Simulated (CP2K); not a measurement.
Runs of CP2K 2026.2 on CdSe (Cadmoselite). It takes space group P6_3mc (No. 186, hexagonal). Conventional cell: a = 4.300 Å, b = 4.300 Å, c = 7.020 Å, α = 90.00°, β = 90.00°, γ = 120.00°. Cd (site symmetry 3m) is surrounded by 4 Se at 2.61 to 2.70 Å. Around Se (site symmetry 3m) lie 4 Cd at 2.61 to 2.70 Å. 

```tsv
level	cutoff of the non-local correlation (Ry)	gap on the mesh (eV)	pressure (GPa)	largest force (eV/Å)
BEEF-vdW	300	(b)	4.8	0.32
rev-vdW-DF2	300	0.58	3.0	0.32
TPSS	-	0.80	3.2	0.30
OLYP	-	(c)	4.9	(a)
LDA	-	0.42	(d)	0.30
PBEsol	-	0.54	1.3	0.30
```

Alike in all rows: task atomic charges; potentials or basis POTENTIAL_UZH Cd GTH-PBE-q12, Se GTH-PBE-q6; TZVP-MOLOPT-PBE-GTH basis; no spin polarisation; cell as given; k mesh 7 × 7 × 4; smearing fermi-dirac 0.05 eV.

Question: Estimate the missing entries.

Answer: (a) 0.29; (b) 0.85; (c) 1.07; (d) 0.1.

Caveats: the potentials were made for another functional, which shifts forces and pressure; the basis of atomic orbitals isn't converged, which shifts pressures, moduli and gaps.

A k mesh can miss the band edges, and the runs leave out spin-orbit coupling on Cd, Se.

Runs at the PBE level aren't shown here.
